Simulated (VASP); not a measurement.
Crystal: SnSe.

```
Sn Se
1.0
     0.00000    3.01000    3.01000
     3.01000    0.00000    3.01000
     3.01000    3.01000    0.00000
Sn Se
1 1
Direct
  0.00000 0.00000 0.00000
  0.50000 0.50000 0.50000
```

Measurements of this composition are mostly on another form, of space group No. 62.

```yaml
Program: VASP 6.6.1
Task: relaxation of cell and atoms
Functional: LDA
Potentials_or_basis: VASP PAW LDA potentials, release 64 (Sn_d, Se)
Cutoff: 600 eV
k_mesh: 8 × 8 × 8
Occupations: gaussian, width 0.02 eV
Spin: no spin polarisation
```

At the start: pressure -3.2 GPa; volume 27.27 Å³/atom.

Question: How do energy, volume and symmetry change on relaxing?

Answer: Over 3 steps the energy falls by 17.6 meV/atom and the volume is 25.63 Å³/atom (-6.0 %); space group Fm-3m (No. 225, to 0.05 Å).

Step by step:
```csv
step,energy change (eV),largest force (eV/Å),pressure (GPa),volume (Å³)
1,0.0000,0.0000,-3.23,54.54
2,-0.0316,0.0000,1.19,50.32
3,-0.0351,0.0000,0.02,51.26
```

Final structure:
```yaml
crystal:
  lattice:
    - [0.00000, 2.94844, 2.94844]
    - [2.94844, 0.00000, 2.94844]
    - [2.94844, 2.94844, 0.00000]
  atoms:
    - { symbol: Sn, position: [0.00000, 0.00000, 0.00000] }
    - { symbol: Se, position: [0.50000, 0.50000, 0.50000] }
```
